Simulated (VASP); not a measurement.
Set up this calculation in VASP 6.6.1, as the native input.

```
Task                   : single point
Functional             : LDA
Potentials or basis    : VASP PAW LDA potentials, release 64 (Cu, I)
Cutoff                 : 520 eV
k mesh                 : 9 × 9 × 9
Occupations            : fermi-dirac, width 0.05 eV
Spin                   : no spin polarisation
Dipole correction      : no
Further INCAR settings : ALGO = Normal; EDIFF = 1e-06; NBANDS = 16
```

The structure of CuI (Marshite) lies in POSCAR:

```
CuI
1.0
    0.0000000000      2.9312739171      2.9312739171
    2.9312739171      0.0000000000      2.9312739171
    2.9312739171      2.9312739171      0.0000000000
Cu I
1 1
Direct
    0.2500000000      0.2500000000      0.2500000000
    0.0000000000      0.0000000000      0.0000000000
```

The cell isn't the ideal one: cell and atoms relaxed from 0.94 times the given volume.

One way to write it, as run:

INCAR

```
SYSTEM = CuI
PREC = Accurate
ENCUT = 520
EDIFF = 1E-6
ISMEAR = -1
SIGMA = 0.05
LREAL = .False.
LASPH = .True.
NELM = 100
ALGO = Normal
ISIF = 2
LWAVE = .False.
LCHARG = .False.
NBANDS = 16
```

KPOINTS

```
Automatic mesh
0
Gamma
  9 9 9
  0 0 0
```

Potentials or basis: VASP PAW LDA potentials, release 64 (Cu, I).

Command:

```console
$ cat potpaw_LDA.64/Cu/POTCAR potpaw_LDA.64/I/POTCAR > POTCAR
$ mpirun -np 1 vasp_std > vasp.out
```

Results of the run:

The pressure is 0.2 GPa. The band gap on the k mesh is 1.28 eV, direct.

Caveat: spin-orbit coupling is left out, which moves the levels of the heavy elements.

Run time: 17 s on 1 thread of Intel(R) Xeon(R) Platinum 8488C (Sapphire Rapids), with other jobs on the host, peak memory 0.16 GiB.
